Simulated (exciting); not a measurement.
# BN (F-43m) in exciting: further runs, part 2 of 3

exciting (release sodium). The steps go on from the part before.

## Step 4: Optical spectrum, RPBE

The input, input.xml:

```xml
<input>
  <title>BN</title>
  <structure speciespath="./" tshift="false" cartesian="true">
    <crystal scale="4.8452022309">
      <basevect>0.000000000000 0.707106781183 0.707106781183</basevect>
      <basevect>0.707106781183 0.000000000000 0.707106781183</basevect>
      <basevect>0.707106781183 0.707106781183 0.000000000000</basevect>
    </crystal>
    <species speciesfile="N.xml" rmt="1.38">
      <atom coord="1.713037676836 1.713037676836 1.713037676836"/>
    </species>
    <species speciesfile="B.xml" rmt="1.38">
      <atom coord="0.000000000000 0.000000000000 0.000000000000"/>
    </species>
  </structure>
  <groundstate do="fromscratch" ngridk="9 9 9" rgkmax="6.5" gmaxvr="15" lmaxapw="10" lmaxmat="10" lmaxvr="8" stype="Fermi Dirac" swidth="0.00183747" nempty="28" ValenceRelativity="iora*" epsengy="1e-05" epspot="1e-05" maxscl="60" outputlevel="normal" vkloff="0.5 0.5 0.5">
    <libxc exchange="XC_GGA_X_RPBE" correlation="XC_GGA_C_PBE"/>
  </groundstate>
  <properties>
    <momentummatrix/>
    <dielmat intraband="false" scissor="0.018375" wmax="0.5" wgrid="200" swidth="0.01" tevout="true">
      <epscomp>1 1</epscomp>
      <epscomp>2 2</epscomp>
      <epscomp>3 3</epscomp>
    </dielmat>
  </properties>
</input>
```

Potentials or basis: all-electron LAPW+lo, shipped species files, valence relativity iora*.

On the command line:

```bash
$ OMP_NUM_THREADS=1 exciting_smp
```

INFO.OUT:

```text
================================================================================
EXCITING SODIUM started
[... 10 lines left out ...]

 Lattice vectors (cartesian) :
      0.0000000000      3.4260753537      3.4260753537
      3.4260753537      0.0000000000      3.4260753537
      3.4260753537      3.4260753537      0.0000000000

 Reciprocal lattice vectors (cartesian) :
     -0.9169654282      0.9169654282      0.9169654282
      0.9169654282     -0.9169654282      0.9169654282
      0.9169654282      0.9169654282     -0.9169654282

 Unit cell volume                           :      80.4304924402
 Brillouin zone volume                      :       3.0840320122

 Species :    1 (N)
     parameters loaded from                 :    N.xml
     name                                   :    nitrogen
     nuclear charge                         :      -7.00000000
     electronic charge                      :       7.00000000
     atomic mass                            :   25532.72506000
     muffin-tin radius                      :       1.38000000
     # of radial points in muffin-tin       :     250

     atomic positions (cartesian) :
       1 :   1.71303768  1.71303768  1.71303768

 Species :    2 (B)
     parameters loaded from                 :    B.xml
     name                                   :    boron
     nuclear charge                         :      -5.00000000
     electronic charge                      :       5.00000000
     atomic mass                            :   19707.24741000
     muffin-tin radius                      :       1.38000000
     # of radial points in muffin-tin       :     250

     atomic positions (cartesian) :
       1 :   0.00000000  0.00000000  0.00000000

 Total number of atoms per unit cell        :       2

 Spin treatment                             :    spin-unpolarised

 Number of Bravais lattice symmetries       :      48
 Number of crystal symmetries               :      24

 k-point grid                               :       9    9    9
 k-point offset :       0.500000  0.500000  0.500000
 Total number of k-points                   :     165
 k-point set is reduced with crystal symmetries

 R^MT_min * |G+k|_max (rgkmax)              :       6.50000000
 Species with R^MT_min                      :       1 (N)
 Maximum |G+k| for APW functions            :       4.71014493
 Maximum |G| for potential and density      :      15.00000000

 G-vector grid sizes                        :      24    24    24
 Total number of G-vectors                  :    4621

 Maximum angular momentum used for
     APW functions                          :      10
     computing H and O matrix elements      :      10
     potential and density                  :       8
     inner part of muffin-tin               :       2

 Total nuclear charge                       :     -12.00000000
 Total electronic charge                    :      12.00000000
 Total core charge                          :       4.00000000
 Total valence charge                       :       8.00000000

 Number of empty states                     :      28
 Total number of valence states             :      33

 Maximum Hamiltonian size                   :     158
 Maximum number of plane-waves              :     150
 Total number of local-orbitals             :       8

 Exchange-correlation type                  :     100
     libxc; exchange: Hammer, Hansen, and Norskov; correlation: Perdew, Burke & Ernzerhof (see libxc for references)

 Smearing scheme                            :    Fermi-Dirac
[... 19 lines left out ...]
+ SCF iteration number :    1                                                  +
++++++++++++++++++++++++++++++++++++++++++++++++++++++++++++++++++++++++++++++++
 Total energy                               :       -81.37748802
 _______________________________________________________________
 Fermi energy                               :         0.39271531
 Kinetic energy                             :        78.90385444
 Coulomb energy                             :      -149.01393823
 Exchange energy                            :       -10.84081254
 Correlation energy                         :        -0.42659168
[... 554 lines left out ...]
 Estimated fundamental gap                  :         0.17792016
        valence-band maximum at    1      0.0556  0.0556  0.0556
     conduction-band minimum at   31      0.5000  0.5000  0.0556

 RMS change in effective potential (target) :  0.344549E-07  ( 0.100000E-04)
 Absolute change in total energy   (target) :  0.167117E-06  ( 0.100000E-04)
 Charge distance                   (target) :  0.893276E-08  ( 0.100000E-04)

++++++++++++++++++++++++++++++++++++++++++++++++++++++++++++++++++++++++++++++++
| Convergency criteria checked for the last 2 iterations                       +
| Convergence targets achieved. Performing final SCF iteration                 +
++++++++++++++++++++++++++++++++++++++++++++++++++++++++++++++++++++++++++++++++
 Total energy                               :       -79.78785157
 _______________________________________________________________
 Fermi energy                               :         0.43663349
 Kinetic energy                             :        79.53914755
 Coulomb energy                             :      -148.19415993
 Exchange energy                            :       -10.69966248
 Correlation energy                         :        -0.43317671

 DOS at Fermi energy (states/Ha/cell)       :         0.00000000

 Electron charges :
     core                                   :         4.00000000
     core leakage                           :         0.00122607
     valence                                :         8.00000000
     interstitial                           :         3.48134628
     charge in muffin-tin spheres :
                  atom     1     N          :         5.40269718
                  atom     2     B          :         3.11595654
     total charge in muffin-tins            :         8.51865372
     total charge                           :        12.00000000

 Estimated fundamental gap                  :         0.17792016
        valence-band maximum at    1      0.0556  0.0556  0.0556
     conduction-band minimum at  135      0.9444  0.5000  0.5000

++++++++++++++++++++++++++++++++++++++++++++++++++++++++++++++++++++++++++++++++
[... 9 lines left out ...]
| EXCITING SODIUM stopped                                                      =
================================================================================
```

It took 98 s on 1 thread of Arm Neoverse V2, shared host; peak memory 0.25 GiB.

Results:

```
Free energy                                       : -2171.1380 eV
All electrons inside the program's atomic spheres : N 5.40; B 3.12 (radii N 1.38, B 1.38 bohr)
```

Dielectric function (mean over the directions given):
```
energy (eV)  real part  imaginary part
       0.27       4.54            0.00
       0.61       4.55            0.01
       0.95       4.56            0.01
       1.29       4.58            0.02
       1.63       4.60            0.02
       1.97       4.62            0.02
       2.31       4.66            0.03
       2.65       4.70            0.03
       2.99       4.74            0.04
       3.33       4.79            0.04
       3.67       4.85            0.05
       4.01       4.92            0.06
       4.35       5.00            0.07
       4.69       5.08            0.07
       5.03       5.18            0.08
       5.37       5.30            0.10
       5.71       5.43            0.11
       6.05       5.57            0.13
       6.39       5.74            0.15
       6.73       5.94            0.17
       7.08       6.16            0.20
       7.42       6.43            0.24
       7.76       6.76            0.29
       8.10       7.16            0.36
       8.44       7.66            0.47
       8.78       8.32            0.66
       9.12       9.24            1.06
       9.46      10.28            2.12
       9.80      10.87            3.54
      10.14      10.79            5.46
      10.48       9.80            6.77
      10.82      10.11            7.64
      11.16       8.44            9.39
      11.50       7.66            9.67
      11.84       7.14           11.20
      12.18       6.01           12.44
      12.52       2.27           14.56
      12.86      -0.87           11.97
      13.20      -2.32           10.66
      13.54      -2.99            8.29
```

Caveat: the scissor shift is a trial value, not fitted to this crystal; spectra need much finer meshes, so this one isn't converged; independent-particle spectra lack excitons.

## Step 5: Density of states, TASK+TS

The input, input.xml:

```xml
<input>
  <title>BN</title>
  <structure speciespath="./" tshift="false">
    <crystal scale="4.8452022309">
      <basevect>0.000000000000 0.707106781183 0.707106781183</basevect>
      <basevect>0.707106781183 0.000000000000 0.707106781183</basevect>
      <basevect>0.707106781183 0.707106781183 0.000000000000</basevect>
    </crystal>
    <species speciesfile="N.xml" rmt="1.38">
      <atom coord="0.250000000000 0.250000000000 0.250000000000"/>
    </species>
    <species speciesfile="B.xml" rmt="1.38">
      <atom coord="0.000000000000 0.000000000000 0.000000000000"/>
    </species>
  </structure>
  <groundstate do="fromscratch" ngridk="7 7 7" rgkmax="6.5" gmaxvr="15" lmaxapw="10" lmaxmat="10" lmaxvr="8" stype="Fermi Dirac" swidth="0.00183747" nempty="10" ValenceRelativity="zora" epsengy="1e-05" epspot="1e-05" maxscl="60" outputlevel="low">
    <libxc exchange="XC_GGA_X_PBE" correlation="XC_GGA_C_PBE"/>
    <mgga exchange="XC_MGGA_X_TASK" correlation="XC_LDA_C_PW"/>
  </groundstate>
  <properties>
    <dos nwdos="400" winddos="-0.8 0.6" inttype="tetra" ngrdos="100" nsmdos="0" lmirep="true"/>
    <TSvdW/>
  </properties>
</input>
```

Potentials or basis: all-electron LAPW+lo, shipped species files, valence relativity zora.

On the command line:

```bash
$ OMP_NUM_THREADS=1 exciting_smp
```

It took 1.7 min on 1 thread of Arm Neoverse V2, shared host; peak memory 0.13 GiB.

The run converged. Its results:

* Band gap on the k mesh: 5.74 eV, indirect (least direct gap 10.39 eV)
* Dispersion energy per atom: -0.202 eV

Levels at points of the mesh, in eV from the valence-band top:
| k point | band 1 | band 2 | band 3 | band 4 | band 5 | band 6 | band 7 | band 8 | band 9 |
| --- | --- | --- | --- | --- | --- | --- | --- | --- | --- |
| (0.00, 0.00, 0.00) | -22.35 | 0.00 | 0.00 | 0.00 | 10.39 | 10.39 | 10.39 | 11.71 | 28.33 |

States per cell in windows of 1 eV (zero at the valence-band top; states under -8 eV left out):
```
from (eV)  total  N1 p  B2 p  N1 s  B2 s  B2 d  N1 d
     -8.0   0.39  0.16  0.03  0.02  0.02  0.00  0.00
     -7.0   0.54  0.23  0.05  0.02  0.03  0.00  0.00
     -6.0   0.77  0.35  0.09  0.02  0.02  0.00  0.00
     -5.0   0.80  0.39  0.09  0.01  0.01  0.01  0.00
     -4.0   0.75  0.40  0.09  0.01  0.01  0.01  0.00
     -3.0   0.79  0.46  0.09  0.01  0.01  0.01  0.00
     -2.0   0.38  0.24  0.04  0.00  0.00  0.01  0.00
     -1.0   0.15  0.10  0.01  0.00  0.00  0.00  0.00
      0.0   0.00  0.00  0.00  0.00  0.00  0.00  0.00
      1.0   0.00  0.00  0.00  0.00  0.00  0.00  0.00
      2.0   0.00  0.00  0.00  0.00  0.00  0.00  0.00
      3.0   0.00  0.00  0.00  0.00  0.00  0.00  0.00
      4.0   0.00  0.00  0.00  0.00  0.00  0.00  0.00
      5.0   0.01  0.00  0.00  0.00  0.00  0.00  0.00
      6.0   0.08  0.00  0.01  0.01  0.00  0.00  0.00
      7.0   0.14  0.01  0.02  0.02  0.00  0.00  0.00
```

Caveat: the k mesh is coarse (spacing up to 0.43 Å⁻¹), so the values aren't converged; this version's total energy under meta-GGAs is doubtful, so none is listed; the dispersion energy is computed afterwards and isn't part of the total energy; an odd mesh through Γ misses points on the zone boundary, where band edges often lie.

(Continued in part 3 of 3.)
